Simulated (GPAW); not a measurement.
Runs of GPAW 26.7.0 on ZnS (Wurtzite-2H). It takes space group P6_3mc (No. 186, hexagonal). Conventional cell: a = 3.811 Å, b = 3.811 Å, c = 6.234 Å, α = 90.00°, β = 90.00°, γ = 120.00°. Zn (site symmetry 3m) is surrounded by 4 S at 2.31 to 2.40 Å. S (site symmetry 3m) has 4 Zn at 2.31 to 2.40 Å as nearest neighbours. 

```tsv
task	level	potentials or basis	cell	k mesh	optimizer	fmax	max steps	convergence	target pressure	gap on the mesh (eV)	pressure (GPa)	relaxed volume (Å³/atom)	largest force (eV/Å)
relaxation of cell and atoms	PBEsol	PAW data sets generated in the run's folder for this functional, pw	relaxed	5 × 5 × 3	BFGS	0.02 eV/Å	60	density=1e-05 forces=0.0001	-	2.16	0.1	19.21	0.02
relaxation of cell and atoms	PBEsol	PAW data sets generated in the run's folder for this functional, pw	relaxed to 2 GPa	5 × 5 × 3	BFGS	0.02 eV/Å	60	density=1e-05 forces=0.0001	2 GPa	(a)	2.0	-	0.01
relaxation of cell and atoms	PBEsol	PAW data sets generated in the run's folder for this functional, pw	relaxed to 10 GPa	5 × 5 × 3	BFGS	0.02 eV/Å	60	density=1e-05 forces=0.0001	10 GPa	(c)	9.9	-	0.01
relaxation of cell and atoms	PBEsol	PAW data sets generated in the run's folder for this functional, pw	relaxed to 20 GPa	5 × 5 × 3	BFGS	0.02 eV/Å	60	density=1e-05 forces=0.0001	20 GPa	2.91	20.1	-	-
band structure	M06-L	GPAW PAW data sets (gpaw-data 1.2.1), pw	as given	6 × 6 × 3	-	-	-	-	-	2.78	2.4	-	0.39
band structure	LDA	JTH PAW 2.0, LDA, pw	as given	6 × 6 × 3	-	-	-	-	-	(b)	-4.4	-	0.30
relaxation of cell and atoms	revPBE+D3	the program's PAW data sets (release 1.2.1) made for this functional, pw	relaxed	6 × 6 × 3	LBFGS	0.02 eV/Å	100	-	-	2.40	0.0	19.29	0.01
relaxation of cell and atoms	PBE+D4	GPAW PAW data sets (gpaw-data 1.2.1), pw	relaxed	6 × 6 × 3	LBFGS	0.02 eV/Å	100	-	-	2.23	0.0	19.47	-
```

Alike in all rows: no spin polarisation; cutoff (eV) 600; smearing fermi-dirac 0.05 eV.

**Question.** Estimate the missing entries.

**Answer.** (a) 2.25; (b) 1.98; (c) 2.59.

Caveats: later steps reuse the first step's grids (some runs); the volume moved by over 15 % at a fixed basis, so the end points are rough (some runs); an odd mesh through Γ misses points on the zone boundary, where band edges often lie (some runs); the PAW data sets were made with another functional, which shifts forces and pressure a little (some runs); the program truncates these outside data sets (some runs).
